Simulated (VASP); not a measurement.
# GaN (Fm-3m) in VASP: further runs, part 3 of 3

VASP 6.6.1.

## Step 5: G0W0 quasiparticle levels, PBE

Input file POSCAR:

```
GaN
1.0
    0.0000000000      2.1352350000      2.1352350000
    2.1352350000      0.0000000000      2.1352350000
    2.1352350000      2.1352350000      0.0000000000
Ga N
1 1
Direct
    0.0000000000      0.0000000000      0.0000000000
    0.5000000000      0.5000000000      0.5000000000
```

Input file INCAR.step1:

```
SYSTEM = GaN
  PREC = Accurate
  ENCUT = 450
  EDIFF = 1E-8
  ISMEAR = 0
  SIGMA = 0.01
  LREAL = .FALSE.
  LASPH = .TRUE.
  NELM = 100
  ALGO = Normal
  LWAVE = .TRUE.
  LCHARG = .FALSE.
  GGA = PE
```

Input file INCAR.step2:

```
SYSTEM = GaN
  PREC = Accurate
  ENCUT = 450
  EDIFF = 1E-8
  ISMEAR = 0
  SIGMA = 0.01
  LREAL = .FALSE.
  LASPH = .TRUE.
  NELM = 1
  ALGO = Exact
  LWAVE = .TRUE.
  LCHARG = .FALSE.
  GGA = PE
  NBANDS = 21
  LOPTICS = .TRUE.
  ISTART = 1
```

Input file INCAR.step3:

```
SYSTEM = GaN
  PREC = Accurate
  ENCUT = 450
  EDIFF = 1E-8
  ISMEAR = 0
  SIGMA = 0.01
  LREAL = .FALSE.
  LASPH = .TRUE.
  ALGO = EVGW0
  LWAVE = .FALSE.
  LCHARG = .FALSE.
  GGA = PE
  NELMGW = 1
  NBANDS = 21
  ENCUTGW = 200
  NOMEGA = 48
  PRECFOCK = Fast
  ISTART = 1
  NBANDSGW = 17
```

Input file KPOINTS:

```
Automatic mesh
0
G
  3 3 3
  0 0 0
```

Potentials or basis: VASP PAW PBE potentials, release 64 (Ga_d_GW, N_GW).

On the command line:

```console
$ cat potpaw_PBE.64/Ga_d_GW/POTCAR potpaw_PBE.64/N_GW/POTCAR > POTCAR
$ cp INCAR.step1 INCAR
$ mpirun -np 1 vasp_std > vasp.out
$ cp INCAR.step2 INCAR
$ mpirun -np 1 vasp_std > vasp.out
$ cp INCAR.step3 INCAR
$ mpirun -np 1 vasp_std > vasp.out
```

OUTCAR:

```text
SYSTEM = GaN
   PREC = Accurate
   ENCUT = 450
   EDIFF = 1E-8
   ISMEAR = 0
   LREAL = .FALSE.
   LASPH = .TRUE.
   GGA = PE
   NELMGW = 1
   ENCUTGW = 200
   PRECFOCK = Fast
   ISTART = 1

 Found      4 irreducible k-points:

 Following reciprocal coordinates:
            Coordinates               Weight
  0.000000  0.000000  0.000000      1.000000
  0.333333  0.000000  0.000000      8.000000
  0.333333  0.333333  0.000000      6.000000
 -0.333333  0.333333  0.000000     12.000000
   k-points           NKPTS =      4   k-points in BZ     NKDIM =     27   number of bands    NBANDS=     21
   number of dos      NEDOS =    301   number of ions     NIONS =      2
   total plane-waves  NPLWV =  13824
   dimension x,y,z NGX =    24 NGY =   24 NGZ =   24
   dimension x,y,z NGXF=    48 NGYF=   48 NGZF=   48
   ions per type =               1   1
   NGX,Y,Z   is equivalent  to a cutoff of  13.21, 13.21, 13.21 a.u.
   NGXF,Y,Z  is equivalent  to a cutoff of  26.43, 26.43, 26.43 a.u.
 SYSTEM =  GaN
   PREC   = accura    normal or accurate (medium, high low for compatibility)
   ISTART =      1    job   : 0-new  1-cont  2-samecut
   ICHARG =      0    charge: 1-file 2-atom 10-const
[... 32 lines left out ...]
   LHFCALC =     T    Hartree Fock is set to
   PRECFOCK=fast      Normal, Fast or Accurate (Low or Medium for compatibility)
   ENCUT4O =  -1.0   cutoff for four orbital integrals eV
   NKREDX  =     1    reduce k-point grid by
   NKREDY  =     1    reduce k-point grid by
   NKREDZ  =     1    reduce k-point grid by
   AEXX    =    1.0000 exact exchange contribution
   HFSCREEN=    0.0000 screening length (either q_TF or 0.3 A-1)
   HFSCREENC=   0.0000 screening length for correlation (either q_TF or 0.3 A-1)
   ENCUTFOCK=  -1.0 apply spherical cutoff to Coloumb kernel
   IVDW    =     0    specifies the selected vdW correction
   LEPSILON=     F    determine dielectric tensor
   LRPA    =     F    only Hartree local field effects (RPA)
   LRPAFORCE           =     F    calculate RPA forces
   ENCUTGW             = 200.0    cutoff for response function in eV
   ENCUTGWSOFT         = 160.0    soft cutoff for Coulomb kernel in GW response function in eV
   ENCUTLF             =  -1.0    cutoff for local field effects
   NELMGW              =     1    number of iterations in solving QP/BSE equation
   NELMHF              =     1    number of iterations in the inner HF iteration
   NKREDLFX            =     1    NKREDLFY  =   1   NKREDLFZ  =   1
 non-spin polarized calculation
 Gauss-broadening in eV      SIGMA  =   0.01
  energy-cutoff  :      450.00
  volume of cell :       19.47
 maximum number of plane-waves:       432
 NGX is ok and might be reduce to    24
  NGX = 12; NGY = 12; NGZ = 12
   NGX = 11   NGY = 11   NGZ = 11
 maximum number of plane-waves:       137

 QP shifts <psi_nk| G(iteration)W_0 |psi_nk>: iteration 1
 for sc-GW calculations column KS-energies equals QP-energies in previous step
 and V_xc(KS)=  KS-energies - (<T + V_ion + V_H > + <T+V_H+V_ion>^1  + <V_x>^1)

 k-point   1 :       0.0000    0.0000    0.0000
  band No.  KS-energies  QP-energies   sigma(KS)   V_xc(KS)     V^pw_x(r,r')   Z            occupation Imag(sigma)

      1      -9.5375     -10.0956     -15.1760     -14.4207     -24.1393       0.7388       2.0000       1.7824
      2      -6.8856      -9.6162     -25.4601     -21.6617     -35.0060       0.7189       2.0000       0.2601
      3      -6.8856      -9.6162     -25.4601     -21.6617     -35.0060       0.7189       2.0000       0.2601
      4      -6.8856      -9.6162     -25.4601     -21.6617     -35.0060       0.7189       2.0000       0.2601
      5      -6.7936      -9.5841     -25.7406     -21.8539     -35.4739       0.7180       2.0000       0.3016
      6      -6.7936      -9.5841     -25.7406     -21.8539     -35.4739       0.7180       2.0000       0.3016
[... 59 lines left out ...]
      3      -6.8688      -9.6058     -25.5497     -21.7285     -35.3046       0.7163       2.0000       0.3208
      4      -6.8067      -9.5292     -25.4432     -21.6603     -34.9837       0.7197       2.0000       0.2699
      5      -6.6877      -9.4655     -25.7366     -21.9038     -35.3089       0.7247       2.0000       0.2547
      6      -4.5079      -5.7888     -20.6654     -18.9228     -29.2230       0.7350       2.0000       0.8426
[... 9 lines left out ...]
     16      30.1108      31.9866      -9.6972     -12.0552      -3.8149       0.7955       0.0000      -1.1223
     17      34.9389      37.2797     -10.5100     -13.3243      -4.4134       0.8318       0.0000      -1.5804
```

OUTCAR.step1:

```text
SYSTEM = GaN
   PREC = Accurate
   ENCUT = 450
   EDIFF = 1E-8
   ISMEAR = 0
   LREAL = .FALSE.
   LASPH = .TRUE.
[... 171 lines left out ...]
      0.00000      0.00000      0.00000         0.000000      0.000000     -0.000000
      2.13524      2.13524      2.13524         0.000000      0.000000      0.000000
 -----------------------------------------------------------------------------------
    total drift:                                0.000000     -0.000000     -0.000000

  FREE ENERGIE OF THE ION-ELECTRON SYSTEM (eV)
  ---------------------------------------------------
  free  energy   TOTEN  =       -10.6773696968 eV

  energy  without entropy=      -10.6773696968  energy(sigma->0) =      -10.67736970
```

It took 15 s on 1 thread of Intel Xeon Platinum 8488C (Sapphire Rapids), shared host; peak memory 0.15 GiB.

These settings aren't checked as converged: the numbers below hold their error.

Results:

```yaml
Band_gap_on_the_k_mesh_mean-field_level: 2.07 eV, indirect (least direct gap 2.26 eV)
Quasiparticle_gap: 3.00 eV
Least_direct_quasiparticle_gap: 3.12 eV
```

Caveat: the k mesh is coarse (spacing up to 0.85 Å⁻¹), so the values aren't converged; bands, screening cutoff and mesh are small and nothing is extrapolated, so the quasiparticle values aren't converged; an odd mesh through Γ misses points on the zone boundary, where band edges often lie.

## Step 6: G0W0 quasiparticle levels, PBE

POSCAR is that of step 5.

INCAR.step1 is that of step 5.

INCAR.step2: that of step 5 with these lines changed.

```diff
@@ -13,3 +13,3 @@
   GGA = PE
-  NBANDS = 21
+  NBANDS = 55
   LOPTICS = .TRUE.
```

INCAR.step3: that of step 5 with these lines changed.

```diff
@@ -13,4 +13,4 @@
   NELMGW = 1
-  NBANDS = 21
-  ENCUTGW = 200
+  NBANDS = 55
+  ENCUTGW = 100
   NOMEGA = 48
```

KPOINTS is that of step 5.

Potentials or basis: VASP PAW PBE potentials, release 64 (Ga_d_GW, N_GW).

On the command line:

```console
$ cat potpaw_PBE.64/Ga_d_GW/POTCAR potpaw_PBE.64/N_GW/POTCAR > POTCAR
$ cp INCAR.step1 INCAR
$ mpirun -np 1 vasp_std > vasp.out
$ cp INCAR.step2 INCAR
$ mpirun -np 1 vasp_std > vasp.out
$ cp INCAR.step3 INCAR
$ mpirun -np 1 vasp_std > vasp.out
```

OUTCAR:

```text
SYSTEM = GaN
   PREC = Accurate
   ENCUT = 450
   EDIFF = 1E-8
   ISMEAR = 0
   LREAL = .FALSE.
   LASPH = .TRUE.
   GGA = PE
   NELMGW = 1
   ENCUTGW = 100
   PRECFOCK = Fast
   ISTART = 1

 Found      4 irreducible k-points:

 Following reciprocal coordinates:
            Coordinates               Weight
  0.000000  0.000000  0.000000      1.000000
  0.333333  0.000000  0.000000      8.000000
  0.333333  0.333333  0.000000      6.000000
 -0.333333  0.333333  0.000000     12.000000
   k-points           NKPTS =      4   k-points in BZ     NKDIM =     27   number of bands    NBANDS=     55
   number of dos      NEDOS =    301   number of ions     NIONS =      2
   total plane-waves  NPLWV =  13824
   dimension x,y,z NGX =    24 NGY =   24 NGZ =   24
   dimension x,y,z NGXF=    48 NGYF=   48 NGZF=   48
   ions per type =               1   1
   NGX,Y,Z   is equivalent  to a cutoff of  13.21, 13.21, 13.21 a.u.
   NGXF,Y,Z  is equivalent  to a cutoff of  26.43, 26.43, 26.43 a.u.
 SYSTEM =  GaN
   PREC   = accura    normal or accurate (medium, high low for compatibility)
   ISTART =      1    job   : 0-new  1-cont  2-samecut
   ICHARG =      0    charge: 1-file 2-atom 10-const
   ISPIN  =      1    spin polarized calculation?
   LNONCOLLINEAR =      F non collinear calculations
   LSORBIT =      F    spin-orbit coupling
   LASPH  =      T    aspherical Exc in radial PAW
   ENCUT  =  450.0 eV  33.07 Ry    5.75 a.u.   5.22  5.22  5.22*2*pi/ulx,y,z
   NELM   =     60;   NELMIN=  2; NELMDL=  0     # of ELM steps
   EDIFF  = 0.1E-07   stopping-criterion for ELM
   LREAL  =      F    real-space projection
   EDIFFG = 0.1E-06   stopping-criterion for IOM
   NSW    =      0    number of steps for IOM
   IBRION =     -1    ionic relax: 0-MD 1-quasi-New 2-CG
   NFREE  =      0    steps in history (QN), initial steepest desc. (CG)
   ISIF   =      0    stress and relaxation
   ISYM   =      3    0-nonsym 1-usesym 2-fastsym
   POTIM  = 0.5000    time-step for ionic-motion
   TEBEG  =    0.0;   TEEND  =   0.0 temperature during run
   PSTRESS=    0.0 pullay stress
   NELECT =      18.0000    total number of electrons
   NUPDOWN=      -1.0000    fix difference up-down
   EMIN   =  10.00;   EMAX   =-10.00  energy-range for DOS
   EFERMI =   0.00;   METHOD = LEGACY
   ISMEAR =     0;   SIGMA  =   0.01  broadening in eV -4-tet -1-fermi 0-gaus
   EFERMI_NEDOS =   21; number of points for ismear=-14 and -15
   IALGO  =     38    algorithm
   IMIX   =      4    mixing-type and parameters
     AMIX     =   0.40;   BMIX     =  1.00
     AMIX_MAG =   1.60;   BMIX_MAG =  1.00
  volume/ion in A,a.u.               =       9.74        65.70
  Fermi-wavevector in a.u.,A,eV,Ry     =   1.594814  3.013761 34.605481  2.543431
  Thomas-Fermi vector in A             =   2.692830
   LORBIT       =      0    0 simple, 1 ext, 2 COOP (PROOUT), +10 PAW based schemes
   GGA     = PE    functional components
   LHFCALC =     T    Hartree Fock is set to
   PRECFOCK=fast      Normal, Fast or Accurate (Low or Medium for compatibility)
   ENCUT4O =  -1.0   cutoff for four orbital integrals eV
   NKREDX  =     1    reduce k-point grid by
   NKREDY  =     1    reduce k-point grid by
   NKREDZ  =     1    reduce k-point grid by
   AEXX    =    1.0000 exact exchange contribution
   HFSCREEN=    0.0000 screening length (either q_TF or 0.3 A-1)
   HFSCREENC=   0.0000 screening length for correlation (either q_TF or 0.3 A-1)
   ENCUTFOCK=  -1.0 apply spherical cutoff to Coloumb kernel
   IVDW    =     0    specifies the selected vdW correction
   LEPSILON=     F    determine dielectric tensor
   LRPA    =     F    only Hartree local field effects (RPA)
   LRPAFORCE           =     F    calculate RPA forces
   ENCUTGW             = 100.0    cutoff for response function in eV
   ENCUTGWSOFT         =  80.0    soft cutoff for Coulomb kernel in GW response function in eV
   ENCUTLF             =  -1.0    cutoff for local field effects
   NELMGW              =     1    number of iterations in solving QP/BSE equation
   NELMHF              =     1    number of iterations in the inner HF iteration
   NKREDLFX            =     1    NKREDLFY  =   1   NKREDLFZ  =   1
 non-spin polarized calculation
 Gauss-broadening in eV      SIGMA  =   0.01
  energy-cutoff  :      450.00
  volume of cell :       19.47
 maximum number of plane-waves:       432
 NGX is ok and might be reduce to    24
  NGX = 12; NGY = 12; NGZ = 12
   NGX = 11   NGY = 11   NGZ = 11
 maximum number of plane-waves:        59

 QP shifts <psi_nk| G(iteration)W_0 |psi_nk>: iteration 1
 for sc-GW calculations column KS-energies equals QP-energies in previous step
 and V_xc(KS)=  KS-energies - (<T + V_ion + V_H > + <T+V_H+V_ion>^1  + <V_x>^1)

 k-point   1 :       0.0000    0.0000    0.0000
  band No.  KS-energies  QP-energies   sigma(KS)   V_xc(KS)     V^pw_x(r,r')   Z            occupation Imag(sigma)

      1      -9.5375     -10.3797     -15.5396     -14.4207     -24.1393       0.7527       2.0000       1.4795
      2      -6.8856     -10.0008     -25.9157     -21.6617     -35.0060       0.7323       2.0000       0.2528
      3      -6.8856     -10.0008     -25.9157     -21.6617     -35.0060       0.7323       2.0000       0.2528
      4      -6.8856     -10.0008     -25.9157     -21.6617     -35.0060       0.7323       2.0000       0.2528
      5      -6.7936     -10.0004     -26.2217     -21.8539     -35.4739       0.7342       2.0000       0.2951
      6      -6.7936     -10.0004     -26.2217     -21.8539     -35.4739       0.7342       2.0000       0.2951
[... 9 lines left out ...]
     16      22.6723      23.4383     -11.5909     -12.5947      -4.4060       0.7631       0.0000      -0.6171
     17      23.3076      23.3639      -8.9141      -8.9870      -2.3546       0.7723       0.0000      -0.3831
[... 46 lines left out ...]
      1      -7.8768     -10.1173     -22.7177     -19.5696     -31.9333       0.7117       2.0000       0.6068
      2      -6.9394      -9.9925     -25.6108     -21.4323     -34.6613       0.7307       2.0000       0.2714
      3      -6.8688     -10.0118     -26.0286     -21.7285     -35.3046       0.7309       2.0000       0.3129
      4      -6.8067      -9.9137     -25.8984     -21.6603     -34.9837       0.7331       2.0000       0.2612
      5      -6.6877      -9.8521     -26.1896     -21.9038     -35.3089       0.7383       2.0000       0.2469
      6      -4.5079      -6.0852     -21.0413     -18.9228     -29.2230       0.7445       2.0000       0.6779
[... 9 lines left out ...]
     16      30.1108      30.8030     -11.1664     -12.0552      -3.8149       0.7789       0.0000      -1.0612
     17      34.9389      35.9704     -12.0675     -13.3243      -4.4134       0.8208       0.0000      -1.4983
```

OUTCAR.step1:

```text
SYSTEM = GaN
   PREC = Accurate
   ENCUT = 450
   EDIFF = 1E-8
   ISMEAR = 0
   LREAL = .FALSE.
   LASPH = .TRUE.
[... 171 lines left out ...]
      0.00000      0.00000      0.00000         0.000000      0.000000     -0.000000
      2.13524      2.13524      2.13524         0.000000      0.000000      0.000000
 -----------------------------------------------------------------------------------
    total drift:                                0.000000     -0.000000     -0.000000

  FREE ENERGIE OF THE ION-ELECTRON SYSTEM (eV)
  ---------------------------------------------------
  free  energy   TOTEN  =       -10.6773696968 eV

  energy  without entropy=      -10.6773696968  energy(sigma->0) =      -10.67736970
```

OUTCAR.step2:

```text
SYSTEM = GaN
   PREC = Accurate
   ENCUT = 450
   EDIFF = 1E-8
[... 539 lines left out ...]
  --------------------------------------------------------------------------------------------------------------
     0.00000    21.39925    21.39925    21.39925    -0.00000    -0.00000     0.00000
     1.30295    25.72234    25.72234    25.72234    -0.00000    -0.00000     0.00000
     2.60589     1.63671     1.63671     1.63671    -0.00000    -0.00000     0.00000
     3.90884    30.48815    30.48815    30.48815    -0.00000    -0.00000     0.00000
     5.21179    14.06470    14.06470    14.06470    -0.00000    -0.00000     0.00000
     6.51473   -11.75416   -11.75416   -11.75416     0.00000     0.00000    -0.00000
[... 92 lines left out ...]
   127.68875     0.92778     0.92778     0.92778     0.00000     0.00000    -0.00000
   128.99170     0.92964     0.92964     0.92964     0.00000     0.00000    -0.00000
```

Wall time 15 s (1 thread of Intel Xeon Platinum 8488C (Sapphire Rapids), shared host); peak memory 0.14 GiB.

The run converged, but some of its settings lie outside the range that counts as converged, so its numbers aren't taken as properties of the crystal.

What came out:

- Band gap on the k mesh, mean-field level: 2.07 eV, indirect (least direct gap 2.26 eV)
- Quasiparticle gap: 2.96 eV
- Least direct quasiparticle gap: 3.10 eV

Caveat: the k mesh is coarse (spacing up to 0.85 Å⁻¹), so the values aren't converged; bands, screening cutoff and mesh are small and nothing is extrapolated, so the quasiparticle values aren't converged; an odd mesh through Γ misses points on the zone boundary, where band edges often lie.
